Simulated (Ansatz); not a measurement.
## TiB2 (P6/mmm): electronic heat capacity and spin susceptibility from the density of states

Method: DFT PBEsol, scalar-relativistic, plane waves, PAW in Ansatz.

Cutoff 420 eV; k points 18×18×14 on the computed 3-atom cell (Γ-centred); Gaussian smearing, width 0.10 eV; no spin polarisation.

Relaxed cell: P6/mmm, a = 3.017 Å, b = 3.017 Å, c = 3.186 Å, α = 90.00°, β = 90.00°, γ = 120.00°, 3 atoms in the primitive cell. Whether it is the stable form of this composition wasn't checked.

The density of states at the Fermi level is 0.400 states/eV in the cell of 3 atoms (1 formula unit; both spins, tetrahedra on a 27×27×21 mesh).

Question: What Sommerfeld coefficient and Pauli susceptibility does this give?

Answer: Per formula unit N(E_F) = 0.400 states/eV. γ = (π²/3) k_B² N(E_F) N_A = 2.357 mJ/(mol K²) per state/eV, so γ = 0.9 mJ/(mol K²), a mole of formula units. χ_P = μ_B² N(E_F) N_A = 3.23×10⁻⁵ emu/mol per state/eV gives 1.3×10⁻⁵ emu/mol. This is the bare band result: a measured γ of the same phase is as a rule larger by a factor 1 + λ from phonons and spin fluctuations, the spin part of χ is larger by the Stoner factor, and a measured χ also holds orbital and core terms. N(E_F) at one energy is sensitive to the mesh where the density of states has sharp peaks.

Cost: 1 run of about 1.3 core-minutes, on AMD EPYC (Zen 3) (shared hosts).